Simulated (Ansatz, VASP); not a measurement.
**MgI2: VASP beside Ansatz**

```
Mg I
1.0
     4.15370    0.00000    0.00000
    -2.07685    3.59721    0.00000
     0.00000    0.00000    6.86200
Mg I
1 2
Direct
  0.00000 0.00000 0.00000
  0.33333 0.66667 0.75763
  0.66667 0.33333 0.24237
```

Alike in both runs: task electric field gradients; functional PBEsol; k mesh 7 × 7 × 4; occupations fermi-dirac, width 0.03 eV; no spin polarisation.

|  | VASP | Ansatz |
| --- | --- | --- |
| version | VASP 6.6.1 | Ansatz 0.2.0 |
| potentials or method | VASP PAW PBE potentials, release 64 (Mg, I), cutoff 520 eV | all-electron PAW with datasets made for the crystal, scalar-relativistic |

Ansatz gave:

```
gap on the k mesh at the Fermi level (eV)                      : 3.48
pressure (GPa)                                                 : -0.2
largest component of the traceless stress (GPa)                : 0.26
rms of the force components (eV/Å)                             : 0.017
Vzz of the field gradient on the site that differs most (V/Å²) : -50.5
```

What did VASP give for the same quantities?

gap on the k mesh at the Fermi level (eV): 3.46; pressure (GPa): -0.2; largest component of the traceless stress (GPa): 0.27; rms of the force components (eV/Å): 0.018; Vzz of the field gradient on the site that differs most (V/Å²): -49.0.

Atom by atom the forces differ by 0.002 eV/Å (rms over components). Ansatz ran all-electron here, so the differences hold the error of VASP's frozen core and of both bases. Ansatz warned: «gradients_without_spin_orbit».

Caveats: the PAW data sets were made with another functional, which shifts forces and pressure a little (VASP); spin-orbit coupling is left out, which moves the levels of the heavy elements; an odd mesh through Γ misses points on the zone boundary, where band edges often lie; this functional lacks dispersion, which binds the layers, so the pressure and a relaxed spacing across them are unreliable. A hybrid or GW would open this gap; PBEsol tends to underestimate it.
